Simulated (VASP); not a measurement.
Wanted: the native input for a VASP 6.6.1 run.

| Quantity | Value |
| --- | --- |
| Task | relaxation of cell and atoms |
| Functional | LDA |
| Potentials or basis | VASP PAW LDA potentials, release 64 (Si) |
| Cutoff | 600 eV |
| k mesh | 12 × 12 × 12 |
| Occupations | gaussian, width 0.03 eV |
| Spin | no spin polarisation |
| Further INCAR settings | ALGO = Normal; EDIFF = 1e-07; IBRION = 2; EDIFFG = -0.005; NSW = 90; ISIF = 3 |

The structure of Si lies in POSCAR:

```
Si                                      
1.0
    0.0000000000      2.7014894887      2.7014894887
    2.7014894887     -0.0000000000      2.7014894887
    2.7014894887      2.7014894887      0.0000000000
  Si            
     2
Direct
     0.0000000000000000    0.0000000000000000    0.0000000000000000
     0.2500000000000000    0.2500000000000000    0.2500000000000000
```

The cell was built by a generator and needn't be a form met in nature.

The input as run:

INCAR

```
PREC = Accurate
ENCUT = 600
EDIFF = 1E-7
ISMEAR = 0
SIGMA = 0.03
LREAL = False
LASPH = True
NELM = 80
ALGO = Normal
ISIF = 3
LWAVE = False
LCHARG = False
IBRION = 2
NSW = 90
EDIFFG = -0.005
```

KPOINTS

```
Automatic mesh
0
Gamma
  12 12 12
```

Potentials or basis: VASP PAW LDA potentials, release 64 (Si).

Launch:

```sh
$ cat potpaw_LDA.64/Si/POTCAR > POTCAR
$ mpirun -np 1 vasp_std > vasp.out
```

Results of the run:

```json
{
 "Pressure after relaxing": "0.0 GPa",
 "Band gap on the k mesh": "0.44 eV, indirect (least direct gap 2.53 eV)"
}
```

Caveat: the relaxation stopped at its first step, so nothing moved.

It took 7.1 s on 1 thread of Intel(R) Xeon(R) 6975P-C (Granite Rapids) (shared host), peak memory 0.16 GiB.
